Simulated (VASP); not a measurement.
# AlN (P6_3mc) in VASP: notebook, part 2 of 2

VASP 6.6.1. Earlier steps stand in the parts before.

## Step 3: Band structure, r2SCAN

This run uses another cell than the first one, of 10.39 Å³/atom, 0.978 times its volume.

Contents of INCAR:

```
PREC     = Accurate       # precision mode
ENCUT    = 520            # plane-wave cutoff, eV
EDIFF    = 1E-6           # SCF threshold, eV
ISMEAR   = 0              # smearing method
SIGMA    = 0.02           # smearing width, eV
LREAL    = False          # projectors in reciprocal space
LASPH    = True           # aspherical terms in the spheres
NELM     = 60             # most SCF steps
ALGO     = Normal         # electronic algorithm
ISIF     = 2              # what is computed and relaxed
LWAVE    = False          # write WAVECAR
LCHARG   = False          # write CHGCAR
METAGGA  = R2SCAN         # meta-GGA
LMIXTAU  = True
```

Contents of KPOINTS:

```
Automatic mesh
0
Gamma
  9 9 5
```

Contents of POSCAR:

```
AlN                                     
1.0
    3.1051756761      0.0000000000      0.0000000000
   -1.5525878381      2.6891610185      0.0000000000
   -0.0000000000      0.0000000000      4.9751151840
  Al              N             
     2     2
Direct
     0.6666666699999979    0.3333333300000021    0.4991954408197845
     0.3333333300000021    0.6666666699999979    0.9991954408197846
     0.6666666699999979    0.3333333300000021    0.8808045591802108
     0.3333333300000021    0.6666666699999979    0.3808045591802110
```

Contents of KPOINTS_OPT:

```
path GMKGALHA,LM,KH
20
line-mode
reciprocal
 0.0000000000  0.0000000000  0.0000000000  G
 0.5000000000  0.0000000000  0.0000000000  M

 0.5000000000  0.0000000000  0.0000000000  M
 0.3333333333  0.3333333333  0.0000000000  K

 0.3333333333  0.3333333333  0.0000000000  K
 0.0000000000  0.0000000000  0.0000000000  G

 0.0000000000  0.0000000000  0.0000000000  G
 0.0000000000  0.0000000000  0.5000000000  A

 0.0000000000  0.0000000000  0.5000000000  A
 0.5000000000  0.0000000000  0.5000000000  L

 0.5000000000  0.0000000000  0.5000000000  L
 0.3333333333  0.3333333333  0.5000000000  H

 0.3333333333  0.3333333333  0.5000000000  H
 0.0000000000  0.0000000000  0.5000000000  A

 0.5000000000  0.0000000000  0.5000000000  L
 0.5000000000  0.0000000000  0.0000000000  M

 0.3333333333  0.3333333333  0.0000000000  K
 0.3333333333  0.3333333333  0.5000000000  H
```

Potentials or basis: VASP PAW PBE potentials, release 64 (Al, N).

Run with:

```console
$ cat potpaw_PBE.64/Al/POTCAR potpaw_PBE.64/N/POTCAR > POTCAR
$ mpirun -np 1 vasp_std > vasp.out
```

Wall time 2 min (1 thread of Intel Xeon Platinum 8488C (Sapphire Rapids), shared host); peak memory 0.17 GiB.

It converged, with:

| Property | Result |
| --- | --- |
| Free energy | -38.4564 eV |
| Pressure | 0.0 GPa |
| Largest force | 0.005 eV/Å |
| Band gap on the k mesh | 4.94 eV, direct |
| Band gap along the path | 4.94 eV, direct |

Forces on the atoms (eV/Å):
```
Al   0.000  0.000 -0.005
Al   0.000  0.000 -0.005
N    0.000  0.000  0.005
N    0.000  0.000  0.005
```

Stress tensor (GPa, compression positive):
```
-0.06  0.00  0.00
 0.00 -0.06  0.00
 0.00  0.00  0.02
```

Levels at the corners of the path, in eV from the valence-band top:
```tsv
point	band 5	band 6	band 7	band 8	band 9	band 10	band 11	band 12
Γ	-0.89	-0.22	-0.22	0.00	4.94	7.55	11.63	12.05
M	-3.39	-2.14	-1.77	-0.71	6.45	6.57	9.07	11.27
M	-3.39	-2.14	-1.77	-0.71	6.45	6.57	9.07	11.27
K	-3.80	-2.52	-2.41	-2.41	5.69	9.16	10.58	10.58
K	-3.80	-2.52	-2.41	-2.41	5.69	9.16	10.58	10.58
Γ	-0.89	-0.22	-0.22	0.00	4.94	7.55	11.63	12.05
Γ	-0.89	-0.22	-0.22	0.00	4.94	7.55	11.63	12.05
A	-0.57	-0.57	-0.57	-0.57	7.27	7.27	11.33	11.33
A	-0.57	-0.57	-0.57	-0.57	7.27	7.27	11.33	11.33
L	-1.50	-1.50	-1.39	-1.39	6.01	6.01	10.16	10.16
L	-1.50	-1.50	-1.39	-1.39	6.01	6.01	10.16	10.16
H	-3.93	-3.93	-0.81	-0.81	8.16	8.16	8.65	8.65
H	-3.93	-3.93	-0.81	-0.81	8.16	8.16	8.65	8.65
A	-0.57	-0.57	-0.57	-0.57	7.27	7.27	11.33	11.33
L	-1.50	-1.50	-1.39	-1.39	6.01	6.01	10.16	10.16
M	-3.39	-2.14	-1.77	-0.71	6.45	6.57	9.07	11.27
K	-3.80	-2.52	-2.41	-2.41	5.69	9.16	10.58	10.58
H	-3.93	-3.93	-0.81	-0.81	8.16	8.16	8.65	8.65
```

Caveat: the PAW data sets were made with another functional, which shifts forces and pressure a little.

## Step 4: Band structure, PBEsol

This run uses another cell than the first one, of 10.45 Å³/atom, 0.984 times its volume.

Contents of INCAR:

```
PREC = Accurate
ENCUT = 520
EDIFF = 1E-6
ISMEAR = 0
SIGMA = 0.02
LREAL = False
LASPH = True
NELM = 60
ALGO = Fast
ISIF = 2
LWAVE = False
LCHARG = False
GGA = PS
NBANDS = 16
```

Contents of KPOINTS:

```
regular mesh
0
Gamma
  3 3 2
```

Contents of POSCAR:

```
AlN                                     
1.0
    3.1240214856      0.0000000000      0.0000000000
   -1.5620107428      2.7054819682     -0.0000000000
    0.0000000000     -0.0000000000      4.9461206579
  Al              N             
     2     2
Direct
     0.6666666699999979    0.3333333300000021    0.4973240361647443
     0.3333333300000021    0.6666666699999979    0.9973240361647443
     0.6666666699999979    0.3333333300000021    0.8826759638352512
     0.3333333300000021    0.6666666699999979    0.3826759638352512
```

KPOINTS_OPT is that of step 3.

Run with:

```console
$ cat potpaw_PBE.64/Al/POTCAR potpaw_PBE.64/N/POTCAR > POTCAR
$ mpirun -np 1 vasp_std > vasp.out
```

Run time: 41 s. Hardware: 1 thread of AMD EPYC 9R14 (Zen 4), shared host; peak memory 0.12 GiB.

Results (log left out):

| Quantity | Value |
| --- | --- |
| Free energy | -31.1243 eV |
| Pressure | 0.0 GPa |
| Largest force | 0.003 eV/Å |
| Band gap on the k mesh | 4.02 eV, direct |
| Band gap along the path | 4.02 eV, direct |

Forces in eV/Å, atoms in the order of the input:
```
Al   0.000  0.000  0.003
Al   0.000  0.000  0.003
N    0.000  0.000 -0.003
N    0.000  0.000 -0.003
```

Levels at the corners of the path, in eV from the valence-band top:
| point | band 6 | band 7 | band 8 | band 9 | band 10 | band 11 |
| --- | --- | --- | --- | --- | --- | --- |
| Γ | -0.34 | -0.34 | 0.00 | 4.02 | 6.34 | 10.49 |
| M | -2.27 | -1.88 | -0.80 | 5.49 | 5.64 | 7.95 |
| M | -2.27 | -1.88 | -0.80 | 5.49 | 5.64 | 7.95 |
| K | -2.56 | -2.50 | -2.50 | 4.83 | 8.08 | 9.42 |
| K | -2.56 | -2.50 | -2.50 | 4.83 | 8.08 | 9.42 |
| Γ | -0.34 | -0.34 | 0.00 | 4.02 | 6.34 | 10.49 |
| Γ | -0.34 | -0.34 | 0.00 | 4.02 | 6.34 | 10.49 |
| A | -0.70 | -0.70 | -0.70 | 6.24 | 6.24 | 10.13 |
| A | -0.70 | -0.70 | -0.70 | 6.24 | 6.24 | 10.13 |
| L | -1.62 | -1.42 | -1.42 | 5.09 | 5.09 | 8.99 |
| L | -1.62 | -1.42 | -1.42 | 5.09 | 5.09 | 8.99 |
| H | -4.03 | -0.83 | -0.83 | 7.23 | 7.23 | 7.60 |
| H | -4.03 | -0.83 | -0.83 | 7.23 | 7.23 | 7.60 |
| A | -0.70 | -0.70 | -0.70 | 6.24 | 6.24 | 10.13 |
| L | -1.62 | -1.42 | -1.42 | 5.09 | 5.09 | 8.99 |
| M | -2.27 | -1.88 | -0.80 | 5.49 | 5.64 | 7.95 |
| K | -2.56 | -2.50 | -2.50 | 4.83 | 8.08 | 9.42 |
| H | -4.03 | -0.83 | -0.83 | 7.23 | 7.23 | 7.60 |

Caveat: the k mesh is coarse (spacing up to 0.77 Å⁻¹), so the values aren't converged; the PAW data sets were made with another functional, which shifts forces and pressure a little. Expect the measured gap to be larger: semilocal functionals such as PBEsol lack the derivative discontinuity.

## Step 5: Band structure, LDA

This run uses another cell than the first one, of 9.55 Å³/atom, 0.899 times its volume.

Contents of INCAR:

```
SYSTEM = AlN
ALGO     = Normal         ! electronic algorithm
EDIFF    = 1E-6           ! SCF threshold, eV
ENCUT    = 300            ! plane-wave cutoff, eV
GGA      = CA             ! functional
ISIF     = 2              ! what is computed and relaxed
ISMEAR   = 0              ! smearing method
LASPH    = .TRUE.         ! aspherical terms in the spheres
LCHARG   = .FALSE.        ! write CHGCAR
LREAL    = .FALSE.        ! projectors in reciprocal space
LWAVE    = .FALSE.        ! write WAVECAR
NELM     = 80             ! most SCF steps
PREC     = Accurate       ! precision mode
SIGMA    = 0.02           ! smearing width, eV
```

Contents of KPOINTS:

```
k-points
0
G
  5 5 3
  0 0 0
```

Contents of POSCAR:

```
AlN                                     
1.0
    3.0237968639     -0.0000000000     -0.0000000000
   -1.5118984320      2.6186848998      0.0000000000
    0.0000000000      0.0000000000      4.8243764184
  Al              N             
     2     2
Direct
     0.6666666699999979    0.3333333300000021    0.4983565130944912
     0.3333333300000021    0.6666666699999979    0.9983565130944912
     0.6666666699999979    0.3333333300000021    0.8816434869055041
     0.3333333300000021    0.6666666699999979    0.3816434869055043
```

Edit KPOINTS_OPT of step 4 so:

```diff
@@ -1,3 +1,3 @@
 path GMKGALHA,LM,KH
-20
+10
 line-mode
```

Potentials or basis: VASP PAW LDA potentials, release 64 (Al, N).

Run with:

```console
$ cat potpaw_LDA.64/Al/POTCAR potpaw_LDA.64/N/POTCAR > POTCAR
$ mpirun -np 1 vasp_std > vasp.out
```

Run time: 6.8 s. Hardware: 1 thread of Intel Xeon Platinum 8488C (Sapphire Rapids), shared host; peak memory 0.11 GiB.

The run converged, but a check on its numbers failed (symmetry, net force, bounds or a known fault of this set-up), so they aren't taken as properties of the crystal.

Caveat: the k mesh is coarse (spacing up to 0.48 Å⁻¹), so the values aren't converged; the cutoff lies under the usual one of these potentials, so the numbers hold a large basis-set error.

## Step 6: Overview

```tsv
level	cell	k mesh	mesh quality	gap on the mesh (eV)	pressure (GPa)	largest force (eV/Å)
PBE	P6_3mc, 10.62 Å³/atom	9 × 9 × 5	not flagged	4.06	0.2	0.01
r2SCAN	P6_3mc, 10.39 Å³/atom	9 × 9 × 5	not flagged	4.94	0.0	0.01
PBEsol	P6_3mc, 10.45 Å³/atom	3 × 3 × 2	coarse	4.02	0.0	-
```

Alike in all rows: task band structure; potentials or basis VASP PAW PBE potentials, release 64 (Al, N); no spin polarisation; cutoff (eV) 520; smearing gaussian 0.02 eV.

Caveats: some runs use coarse meshes; the PAW data sets were made with another functional, which shifts forces and pressure a little (some runs).

Absolute energies hang on the potentials; compare differences alone.

## Step 7: How close it comes

Step 2. Against the measured gap of AlN, 6.0343 eV (an exciton energy, a little under the gap; 0 K; quoted in “Structural and optical properties of self-assembled AlN nanowires grown on SiO2/Si substrates by molecular beam epitaxy”, 2024, arxiv:2402.00216), the calculated 4.06 eV is off by -1.97 eV. 2 values of this kind are on record (6.034 to 6.0343 eV); this one was drawn at random. The value is that of PBE, without temperature or zero-point motion. Semilocal functionals fall short of measured gaps as a rule. The cell is a database's relaxed one, not the measured one, which moves gaps too.

Step 3. Measured gap of AlN: 6.0343 eV (an exciton energy, a little under the gap; 0 K; quoted in “Structural and optical properties of self-assembled AlN nanowires grown on SiO2/Si substrates by molecular beam epitaxy”, 2024, arxiv:2402.00216). This calculation gives 4.94 eV (-1.10 eV). 2 values of this kind are on record (6.034 to 6.0343 eV); this one was drawn at random. The value is that of r2SCAN, without temperature or zero-point motion. The cell is a database's relaxed one, not the measured one, which moves gaps too.
